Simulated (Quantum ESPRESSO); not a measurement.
Runs of Quantum ESPRESSO 7.5 on C. The cell holds a slab with vacuum, 4 atoms: a = 2.456 Å, b = 2.456 Å, c = 23.524 Å, α = 90.00°, β = 90.00°, γ = 120.00°. The slab is cut from a database's or a generator's crystal, which needn't be the stable form of the element.

```tsv
level	form of the LDA correlation	gap on the mesh (eV)	largest force (eV/Å)	work function (eV)
RPBE	-	none	0.01	4.13
revPBE	-	none	0.01	(b)
PBE	-	none	0.01	4.22
PBEsol	-	none	-	4.29
PW91	-	none	0.01	(a)
AM05	-	none	-	4.22
LDA	PZ81	none	-	4.44
rev-vdW-DF2	-	none	0.02	4.35
```

Alike in all rows: task work function; potentials or basis SG15 PBE 1.2; no spin polarisation; cell as given; k mesh 12 × 12 × 1; cutoff (eV) 1197; smearing fermi-dirac 0.05 eV.

Problem. Fill in the values left out.

Solution. (a) 4.25; (b) 4.14.

Caveats: the potentials were made for another functional, which shifts forces and pressure (some runs).

A gap of «none» marks a metal or a gap under the smearing width.
